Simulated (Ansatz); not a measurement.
**SnSe: one input, then a changed one**

The cell is COD entry 9008725, as deposited and not checked against the literature; nothing was relaxed.

First run: DFT, PBE, all-electron LAPW, Dirac equation with spin-orbit coupling (Ansatz 0.2.0).

Command: `ansatz run input.yaml --threads 1 --pin off --max-ram 2048MiB --backend cpu --events-out ev --progress --plain --runs-dir out` The run took 2.6 min on 1 thread of Arm Neoverse V1 (shared host), peak memory 0.56 GiB.

```yaml
crystal:
  lattice:
    - [0.0, 3.01, 3.01]
    - [3.01, 0.0, 3.01]
    - [3.01, 3.01, 0.0]
  atoms:
    - { symbol: Sn, position: [0.0, 0.0, 0.0] }
    - { symbol: Se, position: [0.5, 0.5, 0.5] }
kpoints:
  mp_grid: { grid: [9, 9, 9] }
  band_path:
    path:
      - [0.0, 0.0, 0.0]
      - [0.5, 0.0, 0.5]
      - [0.625, 0.25, 0.625]
      - [0.375, 0.375, 0.75]
      - [0.0, 0.0, 0.0]
      - [0.5, 0.5, 0.5]
      - [0.5, 0.25, 0.75]
      - [0.5, 0.0, 0.5]
    npoints: 5
scf:
  occupations: { method: fermi_dirac, width: 0.02 }
hamiltonian:
  xc: pbe
  pseudopotentials: { kind: all_electron, lapw: { basis_error: 0.00025 } }
output:
  forces: true
  stress: true
  eigenvalues: true
magnetization:
  noncollinear: true
  spin_orbit: true
```

Result: converged; pressure 0.98 GPa; gap on the k mesh 0.59 eV (the mesh can miss the band edges); 7 SCF iterations.

The input is then changed:

```diff
@@ -8,5 +8,5 @@
     - { symbol: Se, position: [0.5, 0.5, 0.5] }
 kpoints:
-  mp_grid: { grid: [9, 9, 9] }
+  mp_grid: { grid: [14, 14, 14] }
   band_path:
     path:
```

Problem. What does the second run give?

Solution. It converged; energy at zero smearing +1.6 meV/atom from the first run; pressure 1.01 GPa; gap on the k mesh 0.31 eV; 7 SCF iterations.

The results part of its log:

```
SCF 1 converged in 7 iterations: F = -234269.140570 eV  dr2 = 9.09e-9
NSCF: frozen V_eff on 36 k-points
SCF converged after 7 iterations
Magnetization: |M| = 0.0000 μB,  M = (+0.0000, +0.0000, +0.0000) μB
Absolute magnetization: 0.0000 μB (∫|m|)
  site 0: m = (+0.0000, +0.0000, +0.0000) μB, |m| = 0.0000 μB  (R = 1.57 Å)
  site 1: m = (+0.0000, +0.0000, +0.0000) μB, |m| = 0.0000 μB  (R = 1.44 Å)
Free energy (F): -234269.140570 eV
Harris-Foulkes:  -234269.140570 eV  (|F-HF|=2.57e-8)
Internal energy: -234269.140567 eV  (E = F + TS)
E sigma→0 (E₀):  -234269.140568 eV
Entropy (-TS):   -0.000003 eV (-0.001 meV/atom)
Fermi energy:    10.956363 eV
--- Per-component energies (eV) ---
  E_band       = -2325.220547
  E_kinetic    = 244748.961415
  E_xc         = -6895.480810
  E_electrostatic = -472122.621172  (all electrons and nuclei)
  E_smearing   = -0.000003  (= −TS)
  E_closure    = 0.000000  (closes the sum)
  Σ components = -234269.140570   (vs F -234269.140570, Δ=0.00e0)
  Basis errors (estimates in eV, not in F): energy 9.8e-5 per atom: plane waves 8.8e-5 (4.8e-5 summed), levels above the bands 3.1e-128, relativity 3.0e-8, radial functions 1.0e-5, core shells 1.0e-9; eigenvalues (radial functions only) 4.9e-7; not estimated: angular momenta, meshes, grids; target (lapw.basis_error) 2.5e-4; muffin-tin radii Se 1.441 Å, Sn 1.569 Å
--- Forces (eV/Å), atoms counted from 1 ---
  atom   1  Sn     0.00000000     0.00000000     0.00000000
  atom   2  Se    -0.00000000     0.00000000     0.00000000
  max |Σ_I F_I| component: 5.19e-30 eV/Å
--- Stress (GPa, compression-positive) ---
        1.013111      -0.000000      -0.000000
       -0.000000       1.013111       0.000000
       -0.000000       0.000000       1.013111
  P = ⅓ Tr σ = 1.0131 GPa (10.131 kbar)
--- Band table (eV; the first three rows and the last of 104) ---
  k-point 0: bands = ["-197.1761", "-197.1761", "-140.6430", "-140.6430", "-134.7714", "-134.7714", "-134.7714", "-134.7714", "-118.7434", "-118.7434", "-79.8067", "-79.8067", "-72.2421", "-72.2421", "-72.2421", "-72.2421", "-37.4000", "-37.4000", "-37.4000", "-37.4000", "-36.5065", "-36.5065", "-36.5065", "-36.5065", "-36.5056", "-36.5056", "-11.4076", "-11.4076", "-11.4076", "-11.4076", "-10.3705", "-10.3705", "-10.3691", "-10.3691", "-10.3691", "-10.3691", "-3.0630", "-3.0630", "5.7447", "5.7447", "8.3155", "8.3155", "8.7540", "8.7540", "8.7540", "8.7540", "14.5788", "14.5788", "15.3743", "15.3743", "15.3743", "15.3743", "16.6629", "16.6629", "16.6629", "16.6629"]
  k-point 1: bands = ["-197.1761", "-197.1761", "-140.6430", "-140.6430", "-134.7714", "-134.7714", "-134.7714", "-134.7714", "-118.7434", "-118.7434", "-79.8067", "-79.8067", "-72.2421", "-72.2421", "-72.2421", "-72.2421", "-37.4000", "-37.4000", "-37.4000", "-37.4000", "-36.5065", "-36.5065", "-36.5065", "-36.5065", "-36.5056", "-36.5056", "-11.4076", "-11.4076", "-11.4073", "-11.4073", "-10.3702", "-10.3702", "-10.3694", "-10.3694", "-10.3688", "-10.3688", "-3.0268", "-3.0268", "5.5302", "5.5302", "8.3715", "8.3715", "8.7591", "8.7591", "8.8800", "8.8800", "14.3204", "14.3204", "15.0180", "15.0180", "15.0708", "15.0708", "16.6665", "16.6665", "16.7975", "16.7975"]
  k-point 2: bands = ["-197.1761", "-197.1761", "-140.6430", "-140.6430", "-134.7714", "-134.7714", "-134.7714", "-134.7714", "-118.7434", "-118.7434", "-79.8067", "-79.8067", "-72.2421", "-72.2421", "-72.2421", "-72.2421", "-37.4000", "-37.4000", "-37.3999", "-37.3999", "-36.5065", "-36.5065", "-36.5065", "-36.5065", "-36.5056", "-36.5056", "-11.4077", "-11.4077", "-11.4066", "-11.4066", "-10.3705", "-10.3705", "-10.3688", "-10.3688", "-10.3680", "-10.3680", "-2.9218", "-2.9218", "5.0175", "5.0175", "8.4443", "8.4443", "8.7758", "8.7758", "9.2249", "9.2249", "13.7345", "13.7345", "14.3072", "14.3072", "14.4342", "14.4342", "16.6670", "16.6670", "17.1431", "17.1431"]
  k-point 103: bands = ["-197.1761", "-197.1761", "-140.6430", "-140.6430", "-134.7714", "-134.7714", "-134.7714", "-134.7714", "-118.7434", "-118.7434", "-79.8068", "-79.8068", "-72.2421", "-72.2421", "-72.2421", "-72.2421", "-37.3999", "-37.3999", "-37.3999", "-37.3999", "-36.5065", "-36.5065", "-36.5064", "-36.5064", "-36.5055", "-36.5055", "-11.4071", "-11.4071", "-11.4042", "-11.4042", "-10.3774", "-10.3774", "-10.3667", "-10.3667", "-10.3591", "-10.3591", "-1.8302", "-1.8302", "3.9352", "3.9352", "5.9054", "5.9054", "6.2941", "6.2941", "9.7537", "9.7537", "12.5495", "12.5495", "15.2595", "15.2595", "15.8535", "15.8535", "17.4714", "17.4714", "18.6743", "18.6743"]
```
